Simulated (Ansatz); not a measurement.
Computed properties of Sn₂Ge (ordering on diamond)

All numbers come from Ansatz 0.2.0. These are computed values for a non-magnetic cell that may be hypothetical; none is a measurement.

Structure: Sn₂Ge as one 6-atom ordering (P3m1) on the diamond lattice, at its r2SCAN minimum. Ge has 4 Sn at 2.65–2.70 Å; Ge has 4 Sn at 2.66–2.70 Å; Sn has 4 Sn at 2.78–2.84 Å; Sn has 4 Ge at 2.66–2.70 Å; Sn has 3 Ge at 2.70 Å and 1 Sn at 2.84 Å; Sn has 1 Ge at 2.65 Å and 3 Sn at 2.78 Å.

Space group P3m1 (No. 156). a = 4.456 Å, b = 4.456 Å, c = 10.830 Å, α = 90.00°, β = 90.00°, γ = 120.00°
```
atom  site  symmetry       x       y       z
  Ge    1a       3m.  0.0000  0.0000  0.9925
  Ge    1c       3m.  0.6667  0.3333  0.6718
  Sn    1b       3m.  0.3333  0.6667  0.3344
  Sn    1c       3m.  0.6667  0.3333  0.9176
  Sn    1b       3m.  0.3333  0.6667  0.5965
  Sn    1a       3m.  0.0000  0.0000  0.2373
```

Relaxed lattice by functional, symmetry kept:

| functional | k mesh | a (Å) | c (Å) | volume (Å³/atom) |
| --- | --- | --- | --- | --- |
| PBE | 6×6×2 | 4.509 | 11.023 | 32.35 |
| r2SCAN | 6×6×2 | 4.456 | 10.830 | 31.04 |

Gaps on the r2SCAN cell, each the least over its mesh and the special points:

| level | k mesh | gap (eV) | kind | edges | least direct gap (eV) | rough cost |
| --- | --- | --- | --- | --- | --- | --- |
| PBE | 6×6×2 | none (overlap 0.20) | – | – | – | 60 core-seconds |
| PBE+SOC | 6×6×2 | 0.17 | indirect | Γ → L | 0.40 | 4 core-minutes |
| r2SCAN | 6×6×2 | none (overlap 0.21) | – | – | – | 50 core-seconds |

All runs use a smearing of 0.02 eV.
Wave cutoffs: 420 eV, 500 eV (r2SCAN).
Costs come from shared machines and give only the order; PBE's includes the band path. The runs had 4 threads of Intel(R) Xeon(R) Processor @ 2.50GHz (Skylake/Cascade Lake) (shared host).

r2SCAN gives no gap: the lowest nominally empty band dips 0.21 eV below the top of the last filled one (its bottom at A, the top at Γ), so the cell is a metal or semimetal at this level. The PBE+SOC gap is indirect, 0.17 eV (Γ to L), below the direct gap of 0.40 eV at A.

The levels disagree on the kind of gap: indirect with PBE+SOC; no gap with PBE, r2SCAN.

Only the levels marked +SOC include spin-orbit coupling.
